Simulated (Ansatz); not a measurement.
Reactions of C2H8AlIn (`[CH3][Al]([CH3])[InH2]`).

Gas-phase electronic energies from Ansatz, PBE0-D4/def2-TZVP geometries. CCSD(T)/CBS adds triple-zeta CCSD(T) − MP2 to the extrapolated MP2 energy (def2 sets, frozen cores). This one scheme is used for every species, atoms too. For atomizations the MP2-based limit and the directly extrapolated one differ by several kJ/mol either way, and by 10 to 25 for some Ge, Se and Sn compounds, so smaller differences from it don't rank the levels. DFT in def2-TZVPP. No spin–orbit coupling; open shells (•) take unrestricted orbitals. Spin–orbit coupling would lower the free atoms: a little for Al, C; strongly for In. def2 core potentials past Kr. For Ga, Ge, I, In, Se, Sn outer-core shells are correlated without core-valence functions, so the limit isn't a true one: a few kJ/mol of doubt a bond, and 10 to 20 or more in all where bonds break to atoms. Scalar relativity is left out up to krypton. One conformer a species, not always the lowest.

```tsv
reaction	CCSD(T)/CBS(def2) (kJ/mol)
`[CH3][Al]([CH3])[InH2]` + `CCC=O` → `O=[CH][InH2]` + `C[CH2][Al]([CH3])[CH3]`	?
`[CH3][Al]([CH3])[InH2]` + HI → `[InH2][I]` + `[CH3][AlH][CH3]`	-118
`[CH3][Al]([CH3])[InH2]` + `C[NH][GaH2]` → `C[NH][GaH][InH2]` + `[CH3][AlH][CH3]`	-18
`[CH3][Al]([CH3])[InH2]` + `C[NH][GeH3]` → `C[N]([GeH3])[InH2]` + `[CH3][AlH][CH3]`	?
`[CH3][Al]([CH3])[InH2]` + `FC(Cl)=[Se]` → `F[C](=[Se])[InH2]` + `[CH3][Al]([CH3])[Cl]`	?
`[CH3][Al]([CH3])[InH2]` + `BNC=C` → `B[NH][Al]([CH3])[CH3]` + `C=[CH][InH2]`	-68
`[CH3][Al]([CH3])[InH2]` → Al• + 2 C• + 8 H• + In•	3755
`[CH3][Al]([CH3])[InH2]` + `C#CCC` → `C[CH2][InH2]` + `C#[C][Al]([CH3])[CH3]`	-16
`[CH3][Al]([CH3])[InH2]` + `[SnH3][CH]1C[SiH2]1` → `[CH3][Al]([CH3])[SnH3]` + `[InH2][CH]1C[SiH2]1`	-15
`[CH3][Al]([CH3])[InH2]` + `[SiH3][SiH2]C[SeH]` → `[CH3][Al]([CH3])[SeH]` + `[SiH3][SiH2][CH2][InH2]`	-142
```

**Question.** Fill in the missing values. (Estimate.)

**Answer.** Ansatz gave: `[CH3][Al]([CH3])[InH2]` + `CCC=O` → `O=[CH][InH2]` + `C[CH2][Al]([CH3])[CH3]`: +80.3 kJ/mol; `[CH3][Al]([CH3])[InH2]` + `C[NH][GeH3]` → `C[N]([GeH3])[InH2]` + `[CH3][AlH][CH3]`: +3.8 kJ/mol; `[CH3][Al]([CH3])[InH2]` + `FC(Cl)=[Se]` → `F[C](=[Se])[InH2]` + `[CH3][Al]([CH3])[Cl]`: -208.3 kJ/mol.

Largest T1 diagnostic: 0.018, for `F[C](=[Se])[InH2]`.
